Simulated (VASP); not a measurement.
# AgCl (Chlorargyrite) (Fm-3m) in VASP: notebook

One crystal, AgCl (Chlorargyrite), is run at these levels: r2SCAN; tasks: relaxation of the atoms.

All numbers are computed with VASP 6.6.1; they aren't measurements. Logs are shortened: lines on timing, memory, paths and dates and some standing lists are left out, and cuts for length are marked.

**The experiment to reproduce.**

From a printed reference work, data compilation, for a bulk crystal of AgCl: band gap 3.249 eV (indirect).

The runs below are set against these values where they give the same quantity.

### 1 Starting point

The structure is cubic, space group Fm-3m (No. 225). Conventional cell: a = 5.544 Å, b = 5.544 Å, c = 5.544 Å, α = 90.00°, β = 90.00°, γ = 90.00°. Around Ag (site symmetry m-3m) lie 6 Cl at 2.77 Å. Around Cl (site symmetry m-3m) lie 6 Ag at 2.77 Å.

### 2 Relaxation of the atoms, r2SCAN

File INCAR:

```
SYSTEM = AgCl
  PREC = Accurate
  ENCUT = 600
  EDIFF = 1E-7
  ISMEAR = 0
  SIGMA = 0.03
  LREAL = .FALSE.
  LASPH = .TRUE.
  NELM = 80
  ALGO = Normal
  ISIF = 2
  LWAVE = .FALSE.
  LCHARG = .FALSE.
  METAGGA = R2SCAN
  LMIXTAU = .TRUE.
  IBRION = 2
  NSW = 40
  EDIFFG = -0.01
```

File KPOINTS:

```
regular mesh
0
G
  8 8 8
  0 0 0
```

File POSCAR:

```
AgCl                                    
1.0
    0.0000000000      2.7720001291      2.7720001291
    2.7720001291     -0.0000000000      2.7720001291
    2.7720001291      2.7720001291      0.0000000000
  Ag              Cl            
     1     1
Direct
     1.0000000000000000    0.0000000000000000    1.0000000000000000
     0.5000000000000000    0.5000000000000000    0.5000000000000000
```

Potentials or basis: VASP PAW PBE potentials, release 64 (Ag, Cl).

Started as:

```bash
$ cat potpaw_PBE.64/Ag/POTCAR potpaw_PBE.64/Cl/POTCAR > POTCAR
$ mpirun -np 1 vasp_std > vasp.out
```

OUTCAR:

```text
SYSTEM = AgCl
   PREC = Accurate
   ENCUT = 600
   EDIFF = 1E-7
   ISMEAR = 0
   LREAL = .FALSE.
   LASPH = .TRUE.
   NELM = 80
   ISIF = 2
   METAGGA = R2SCAN
   IBRION = 2
   NSW = 40
   EDIFFG = -0.01

 ion  position               nearest neighbor table
   1  0.000  0.000  0.000-   2 2.77   2 2.77   2 2.77   2 2.77   2 2.77   2 2.77
   2  0.500  0.500  0.500-   1 2.77   1 2.77   1 2.77   1 2.77   1 2.77   1 2.77

  LATTYP: Found a face centered cubic cell.
 ALAT       =     5.5440002582

  Lattice vectors:

 A1 = (   0.0000000000,   2.7720001291,   2.7720001291)
 A2 = (   2.7720001291,   0.0000000000,   2.7720001291)
 A3 = (   2.7720001291,   2.7720001291,   0.0000000000)

Analysis of symmetry for initial positions (statically):
=====================================================================
 Subroutine PRICEL returns:
 Original cell was already a primitive cell.

 Routine SETGRP: Setting up the symmetry group for a
 face centered cubic supercell.

 Subroutine GETGRP returns: Found 48 space group operations
 (whereof 48 operations were pure point group operations)
 out of a pool of 48 trial point group operations.

The static configuration has the point symmetry O_h .

Analysis of symmetry for dynamics (positions and initial velocities):
=====================================================================
 Subroutine PRICEL returns:
 Original cell was already a primitive cell.

 Routine SETGRP: Setting up the symmetry group for a
 face centered cubic supercell.

 Subroutine GETGRP returns: Found 48 space group operations
 (whereof 48 operations were pure point group operations)
 out of a pool of 48 trial point group operations.

The dynamic configuration has the point symmetry O_h .

 Subroutine INISYM returns: Found 48 space group operations
 (whereof 48 operations are pure point group operations),
 and found     1 'primitive' translations

----------------------------------------------------------------------------------------

                                     Primitive cell

  volume of cell :      42.6000

  direct lattice vectors                    reciprocal lattice vectors
     0.000000000  2.772000129  2.772000129    -0.180375172  0.180375172  0.180375172
     2.772000129  0.000000000  2.772000129     0.180375172 -0.180375172  0.180375172
     2.772000129  2.772000129  0.000000000     0.180375172  0.180375172 -0.180375172

  length of vectors
     3.920200177  3.920200177  3.920200177     0.312418962  0.312418962  0.312418962

  position of ions in fractional coordinates (direct lattice)
     0.000000000  0.000000000  0.000000000
     0.500000000  0.500000000  0.500000000

  ion indices of the primitive-cell ions
   primitive index   ion index
                 1           1
                 2           2

----------------------------------------------------------------------------------------

 KPOINTS: regular mesh

Automatic generation of k-mesh.
 Grid dimensions read from file:
 generate k-points for:    8    8    8

 Generating k-lattice:

  Cartesian coordinates                     Fractional coordinates (reciprocal lattice)
    -0.022546896  0.022546896  0.022546896     0.125000000  0.000000000  0.000000000
     0.022546896 -0.022546896  0.022546896     0.000000000  0.125000000  0.000000000
     0.022546896  0.022546896 -0.022546896     0.000000000  0.000000000  0.125000000

  Length of vectors
     0.039052370  0.039052370  0.039052370

  Shift w.r.t. Gamma in fractional coordinates (k-lattice)
     0.000000000  0.000000000  0.000000000

 Subroutine IBZKPT returns following result:
 ===========================================

 Found     29 irreducible k-points:

 Following reciprocal coordinates:
            Coordinates               Weight
  0.000000  0.000000  0.000000      1.000000
  0.125000  0.000000  0.000000      8.000000
  0.250000  0.000000  0.000000      8.000000
  0.375000  0.000000  0.000000      8.000000
  0.500000  0.000000  0.000000      4.000000
  0.125000  0.125000  0.000000      6.000000
[... 16 lines left out ...]
  0.500000  0.250000  0.125000     48.000000
 -0.375000  0.250000  0.125000     24.000000
 [... further k-points ...]
   k-points           NKPTS =     29   k-points in BZ     NKDIM =     29   number of bands    NBANDS=     13
   number of dos      NEDOS =    301   number of ions     NIONS =      2
   total plane-waves  NPLWV =  32768
   dimension x,y,z NGX =    32 NGY =   32 NGZ =   32
   dimension x,y,z NGXF=    64 NGYF=   64 NGZF=   64
   ions per type =               1   1
   NGX,Y,Z   is equivalent  to a cutoff of  13.57, 13.57, 13.57 a.u.
   NGXF,Y,Z  is equivalent  to a cutoff of  27.14, 27.14, 27.14 a.u.
 SYSTEM =  AgCl
   PREC   = accura    normal or accurate (medium, high low for compatibility)
   ISTART =      0    job   : 0-new  1-cont  2-samecut
   ICHARG =      2    charge: 1-file 2-atom 10-const
   ISPIN  =      1    spin polarized calculation?
   LNONCOLLINEAR =      F non collinear calculations
   LSORBIT =      F    spin-orbit coupling
   LASPH  =      T    aspherical Exc in radial PAW
   ENCUT  =  600.0 eV  44.10 Ry    6.64 a.u.   7.83  7.83  7.83*2*pi/ulx,y,z
   NELM   =     80;   NELMIN=  2; NELMDL= -5     # of ELM steps
   EDIFF  = 0.1E-06   stopping-criterion for ELM
   LREAL  =      F    real-space projection
   EDIFFG = -.1E-01   stopping-criterion for IOM
   NSW    =     40    number of steps for IOM
   IBRION =      2    ionic relax: 0-MD 1-quasi-New 2-CG
   NFREE  =      1    steps in history (QN), initial steepest desc. (CG)
   ISIF   =      2    stress and relaxation
   ISYM   =      2    0-nonsym 1-usesym 2-fastsym
   POTIM  = 0.5000    time-step for ionic-motion
   TEBEG  =    0.0;   TEEND  =   0.0 temperature during run
   PSTRESS=    0.0 pullay stress
   NELECT =      18.0000    total number of electrons
   NUPDOWN=      -1.0000    fix difference up-down
   EMIN   =  10.00;   EMAX   =-10.00  energy-range for DOS
   EFERMI =   0.00;   METHOD = LEGACY
   ISMEAR =     0;   SIGMA  =   0.03  broadening in eV -4-tet -1-fermi 0-gaus
   EFERMI_NEDOS =   21; number of points for ismear=-14 and -15
   IALGO  =     38    algorithm
   IMIX   =      4    mixing-type and parameters
     AMIX     =   0.40;   BMIX     =  1.00
     AMIX_MAG =   1.60;   BMIX_MAG =  1.00
  volume/ion in A,a.u.               =      21.30       143.74
  Fermi-wavevector in a.u.,A,eV,Ry     =   1.228464  2.321460 20.532875  1.509124
  Thomas-Fermi vector in A             =   2.363388
   LORBIT       =      0    0 simple, 1 ext, 2 COOP (PROOUT), +10 PAW based schemes
   METAGGA = R2SCAN    functional components
   LHFCALC =     F    Hartree Fock is set to
   AEXX    =    0.0000 exact exchange contribution
   IVDW    =     0    specifies the selected vdW correction
   LEPSILON=     F    determine dielectric tensor
   LRPA    =     F    only Hartree local field effects (RPA)
 conjugate gradient relaxation of ions
 non-spin polarized calculation
 Gauss-broadening in eV      SIGMA  =   0.03
  energy-cutoff  :      600.00
  volume of cell :       42.60
 maximum number of plane-waves:      1433
   NGX = 15   NGY = 15   NGZ = 15

 number of electron      18.0000002 magnetization

 Free energy of the ion-electron system (eV)
  ---------------------------------------------------
  ext. energy  EPLUGINS =         0.00000000
  ---------------------------------------------------
  free energy    TOTEN  =       -28.64394743 eV

  energy without entropy =      -28.64394743  energy(sigma->0) =      -28.64394743

 E-fermi :   3.6891     XC(G=0): -10.5146

 val. band max:        3.5523339619   @ k =   0.5000   0.0000   0.0000
 cond. band min:       4.9759274974   @ k =   0.0000   0.0000   0.0000
 fundamental gap:      1.4235935355
 Fermi energy:         3.6891216209

 k-point     1 :       0.0000    0.0000    0.0000
  band No.  band energies     occupation
      1     -12.2688      2.00000
      2       1.1022      2.00000
      3       1.1022      2.00000
      4       1.1022      2.00000
      5       1.1152      2.00000
      6       1.1152      2.00000
      7       1.1152      2.00000
      8       1.1664      2.00000
      9       1.1664      2.00000
     10       4.9759      0.00000
     11      14.8901      0.00000
     12      14.8901      0.00000
     13      14.8901      0.00000

 k-point     2 :       0.1250    0.0000    0.0000
  band No.  band energies     occupation
      1     -12.2091      2.00000
      2       0.3205      2.00000
      3       0.3787      2.00000
      4       0.3787      2.00000
      5       1.1699      2.00000
      6       1.1699      2.00000
      7       1.3885      2.00000
      8       1.9573      2.00000
      9       1.9573      2.00000
     10       5.6631      0.00000
     11      13.5112      0.00000
     12      14.6197      0.00000
     13      14.6197      0.00000

 k-point     3 :       0.2500    0.0000    0.0000
  band No.  band energies     occupation
      1     -12.0591      2.00000
      2      -0.7142      2.00000
      3      -0.2157      2.00000
      4      -0.2157      2.00000
      5       1.2941      2.00000
      6       1.2941      2.00000
      7       1.5564      2.00000
      8       2.7382      2.00000
      9       2.7382      2.00000
     10       6.9856      0.00000
     11      11.8701      0.00000
     12      13.3611      0.00000
     13      13.3611      0.00000

 k-point     4 :       0.3750    0.0000    0.0000
  band No.  band energies     occupation
      1     -11.9001      2.00000
      2      -1.5015      2.00000
      3      -0.5946      2.00000
      4      -0.5946      2.00000
      5       1.4229      2.00000
      6       1.4229      2.00000
      7       1.7206      2.00000
      8       3.3265      2.00000
      9       3.3265      2.00000
     10       7.9984      0.00000
     11      10.9008      0.00000
     12      12.2425      0.00000
     13      12.2425      0.00000

 k-point     5 :       0.5000    0.0000    0.0000
  band No.  band energies     occupation
      1     -11.8312      2.00000
      2      -1.7915      2.00000
      3      -0.7245      2.00000
      4      -0.7245      2.00000
      5       1.4778      2.00000
      6       1.4778      2.00000
      7       1.7969      2.00000
      8       3.5523      2.00000
      9       3.5523      2.00000
     10       8.2556      0.00000
     11      10.7222      0.00000
     12      11.8234      0.00000
     13      11.8234      0.00000
[... 257 lines left out ...]
 k-point    22 :       0.3750    0.2500    0.1250
  band No.  band energies     occupation
      1     -11.9678      2.00000
      2      -1.1138      2.00000
      3      -0.3027      2.00000
      4       0.0759      2.00000
      5       1.2023      2.00000
      6       1.4154      2.00000
      7       1.7993      2.00000
      8       1.8599      2.00000
      9       2.9926      2.00000
     10       7.9057      0.00000
     11      11.1362      0.00000
     12      12.1524      0.00000
     13      13.6332      0.00000

 k-point    23 :       0.5000    0.2500    0.1250
  band No.  band energies     occupation
      1     -11.8545      2.00000
      2      -1.3193      2.00000
      3      -0.6060      2.00000
      4      -0.3397      2.00000
      5       1.3248      2.00000
      6       1.4882      2.00000
      7       1.7409      2.00000
      8       2.2554      2.00000
      9       3.1777      2.00000
     10       8.6773      0.00000
     11      10.2149      0.00000
     12      11.9939      0.00000
     13      13.0319      0.00000

 k-point    24 :      -0.3750    0.2500    0.1250
  band No.  band energies     occupation
      1     -11.8063      2.00000
      2      -1.3774      2.00000
      3      -0.6544      2.00000
      4      -0.6098      2.00000
      5       1.4144      2.00000
      6       1.4795      2.00000
      7       1.7309      2.00000
      8       2.5768      2.00000
      9       3.0773      2.00000
     10       9.0939      0.00000
     11       9.7150      0.00000
     12      12.1803      0.00000
     13      12.7313      0.00000

 [... further k-points ...]
[... 5 lines left out ...]
  --------------------------------------------------------------------------------------
  -------------------------------------------------------------------------------------
  Total       -0.0004295     -0.0004295     -0.0004295      0.0000000      0.0000000      0.0000000
  in kB       -0.0161525     -0.0161525     -0.0161525      0.0000000      0.0000000      0.0000000
  external PRESSURE =      -0.0161525 kB  Pullay stress =       0.0000000 kB

 VOLUME and BASIS-vectors are now :
 -----------------------------------------------------------------------------
  energy-cutoff  :      600.00
  volume of cell :       42.60
      direct lattice vectors                 reciprocal lattice vectors
     0.000000000  2.772000129  2.772000129    -0.180375172  0.180375172  0.180375172
     2.772000129  0.000000000  2.772000129     0.180375172 -0.180375172  0.180375172
     2.772000129  2.772000129  0.000000000     0.180375172  0.180375172 -0.180375172

 POSITION                                       TOTAL-FORCE (eV/Angst)
 -----------------------------------------------------------------------------------
      0.00000      0.00000      0.00000         0.000000     -0.000000      0.000000
      2.77200      2.77200      2.77200        -0.000000      0.000000     -0.000000
 -----------------------------------------------------------------------------------
    total drift:                                0.000000     -0.000000     -0.000000

  FREE ENERGIE OF THE ION-ELECTRON SYSTEM (eV)
  ---------------------------------------------------
  free  energy   TOTEN  =       -28.6439474291 eV

  energy  without entropy=      -28.6439474291  energy(sigma->0) =      -28.64394743

 reached required accuracy - stopping structural energy minimisation
```

Wall time 44 s (1 thread of Intel Xeon 6975P-C (Granite Rapids), shared host); peak memory 0.19 GiB.

What came out:

* Free energy: -28.6439 eV
* Pressure after relaxing: 0.0 GPa
* Band gap on the k mesh: 1.42 eV, indirect (least direct gap 3.71 eV)

Final structure:
```
Ag Cl
1.0
     0.00000    2.77200    2.77200
     2.77200    0.00000    2.77200
     2.77200    2.77200    0.00000
Ag Cl
1 1
Direct
  0.00000 0.00000 0.00000
  0.50000 0.50000 0.50000
```

Caveat: the relaxation stopped at its first step, so nothing moved; the PAW data sets were made with another functional, which shifts forces and pressure a little.

### 3 Relaxation of the atoms, r2SCAN (a relaxed cell with its volume scaled by 1.02)

INCAR is that of step 2.

KPOINTS is that of step 2.

File POSCAR:

```
AgCl                                    
1.0
    0.0000000000      2.7903582809      2.7903582809
    2.7903582809     -0.0000000000      2.7903582809
    2.7903582809      2.7903582809      0.0000000000
  Ag              Cl            
     1     1
Direct
     1.0000000000000000    0.0000000000000000    1.0000000000000000
     0.5000000000000000    0.5000000000000000    0.5000000000000000
```

Potentials or basis: VASP PAW PBE potentials, release 64 (Ag, Cl).

Started as:

```bash
$ cat potpaw_PBE.64/Ag/POTCAR potpaw_PBE.64/Cl/POTCAR > POTCAR
$ mpirun -np 1 vasp_std > vasp.out
```

It took 46 s on 1 thread of Intel Xeon 6975P-C (Granite Rapids), shared host; peak memory 0.18 GiB.

Results (log left out):

```yaml
Free_energy: -28.6416 eV
Pressure_after_relaxing: -1.0 GPa
Band_gap_on_the_k_mesh: 1.43 eV, indirect (least direct gap 3.64 eV)
```

Final structure:
```
Ag Cl
1.0
     0.00000    2.79036    2.79036
     2.79036    0.00000    2.79036
     2.79036    2.79036    0.00000
Ag Cl
1 1
Cartesian
  0.0000 0.0000 0.0000
  2.7904 2.7904 2.7904
```

Levels at points of the mesh, in eV from the valence-band top:
| k point | band 6 | band 7 | band 8 | band 9 | band 10 | band 11 | band 12 | band 13 |
| --- | --- | --- | --- | --- | --- | --- | --- | --- |
| (0.00, 0.00, 0.00) | -2.36 | -2.36 | -2.31 | -2.31 | 1.43 | 11.34 | 11.34 | 11.34 |
| (0.50, 0.00, 0.00) | -2.01 | -1.70 | 0.00 | 0.00 | 4.75 | 7.06 | 8.31 | 8.31 |
| (0.50, 0.50, 0.00) | -2.13 | -1.90 | -1.90 | -1.80 | 2.96 | 8.37 | 9.17 | 12.24 |

Caveat: the relaxation stopped at its first step, so nothing moved; the PAW data sets were made with another functional, which shifts forces and pressure a little. A k mesh can miss the band edges.

### 4 Relaxation of the atoms, r2SCAN (a relaxed cell with its volume scaled by 1.04)

INCAR is that of step 3.

KPOINTS is that of step 3.

File POSCAR:

```
AgCl                                    
1.0
    0.0000000000      2.8084779982      2.8084779982
    2.8084779982     -0.0000000000      2.8084779982
    2.8084779982      2.8084779982      0.0000000000
  Ag              Cl            
     1     1
Direct
     1.0000000000000000    0.0000000000000000    1.0000000000000000
     0.5000000000000000    0.5000000000000000    0.5000000000000000
```

Started as:

```bash
$ cat potpaw_PBE.64/Ag/POTCAR potpaw_PBE.64/Cl/POTCAR > POTCAR
$ mpirun -np 1 vasp_std > vasp.out
```

Run time: 34 s. Hardware: 1 thread of Intel Xeon 6975P-C (Granite Rapids), shared host; peak memory 0.19 GiB.

The run converged. Its results:

| Item | Value |
| --- | --- |
| Free energy | -28.6345 eV |
| Pressure after relaxing | -1.8 GPa |
| Band gap on the k mesh | 1.43 eV, indirect (least direct gap 3.58 eV) |

Final structure:
```
Ag Cl
1.0
     0.00000    2.80848    2.80848
     2.80848    0.00000    2.80848
     2.80848    2.80848    0.00000
Ag Cl
1 1
Cartesian
  0.0000 0.0000 0.0000
  2.8085 2.8085 2.8085
```

Levels at points of the mesh, in eV from the valence-band top:
| k point | band 6 | band 7 | band 8 | band 9 | band 10 | band 11 | band 12 | band 13 |
| --- | --- | --- | --- | --- | --- | --- | --- | --- |
| (0.00, 0.00, 0.00) | -2.28 | -2.28 | -2.23 | -2.23 | 1.43 | 11.35 | 11.35 | 11.35 |
| (0.50, 0.00, 0.00) | -1.96 | -1.65 | 0.00 | 0.00 | 4.80 | 6.95 | 8.34 | 8.34 |
| (0.50, 0.50, 0.00) | -2.06 | -1.85 | -1.85 | -1.76 | 2.99 | 8.39 | 9.11 | 12.14 |

Caveat: the relaxation stopped at its first step, so nothing moved; the PAW data sets were made with another functional, which shifts forces and pressure a little.

[end of part 1 of 2]
